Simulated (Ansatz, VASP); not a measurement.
# ZnS in VASP and in Ansatz

```
Zn S
1.0
     3.97044    0.06131   -0.07104
    -1.93212    3.24966    0.16587
    -0.11648    0.24680    6.19511
Zn S
2 2
Direct
  0.33518 0.66257 0.00328
  0.66331 0.32373 0.50325
  0.31854 0.65846 0.38218
  0.68297 0.35525 0.88129
```

Change from the starting cell: cell sheared at random, sigma 0.03, atoms nudged by 0.01 Å; relaxed back.

Alike in both runs: functional PBE; k mesh 6 × 6 × 4; occupations gaussian, width 0.05 eV; no spin polarisation.

Ansatz relaxed the structure, and its values are those at the end. VASP's run is a single point on that final structure, the one shown.

|  | VASP | Ansatz |
| --- | --- | --- |
| version | VASP 6.6.1 | Ansatz 0.2.0 |
| potentials or method | VASP PAW PBE potentials, release 64 (Zn, S) | scalar-relativistic, plane waves, PAW |
| plane-wave cutoff (eV) | 520 | 420 |
| valence electrons in the cell | 36 | 36 |

```csv
,VASP,Ansatz,Ansatz less VASP
gap on the k mesh at the Fermi level (eV),1.84,1.83,-0.004
least direct gap on the mesh (eV),1.84,1.83,-0.004
pressure (GPa),0.2,0.0,-0.15
rms of the force components (eV/Å),0.005,0.004,-0.0014
```

With one functional, cell and mesh, what is left measures potentials, basis and numerics. Ansatz warned: «stress_scf_threshold_loose».
